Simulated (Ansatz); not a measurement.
We consider chalcopyrite CuInS₂, described by revPBE in Ansatz (PAW).

Run with plane-wave cutoff 520 eV, 10×10×10 k mesh, Fermi–Dirac smearing 0.01 eV, no spin polarisation, scalar-relativistic PAW data made under PBE.

Energies at three volumes about the minimum:

```json
[
 {"V (Å³/atom)": "21.982", "E − E_lowest (meV/atom)": "1.73"},
 {"V (Å³/atom)": "22.430", "E − E_lowest (meV/atom)": "0.00"},
 {"V (Å³/atom)": "22.879", "E − E_lowest (meV/atom)": "1.55"}
]
```

Question: Fit a parabola by hand: where is the minimum, and what is the bulk modulus?

Answer: Slopes: (0.00 − 1.73)/(22.430 − 21.982) = -3.862 and (1.55 − 0.00)/(22.879 − 22.430) = 3.452 meV/Å³. Curvature E″ = 2 × (3.452 − (-3.862))/(22.879 − 21.982) = 16.308 meV/Å⁶. From the middle of the first interval, the slope vanishes at V0 = 22.2060 − (-3.862)/16.308 = 22.443 Å³/atom. B = V0 E″ = 22.443 × 16.308 meV/Å³ × 0.1602 GPa per meV/Å³ = 58.6 GPa. The full Birch–Murnaghan fit to all volumes gives V0 = 22.434 Å³/atom and B0 = 58.4 GPa.

Shape and atoms are relaxed at each volume.

Note: this level leaves the solid without a gap, although one is measured.

Ansatz is a quantum-chemistry and plane-wave program.
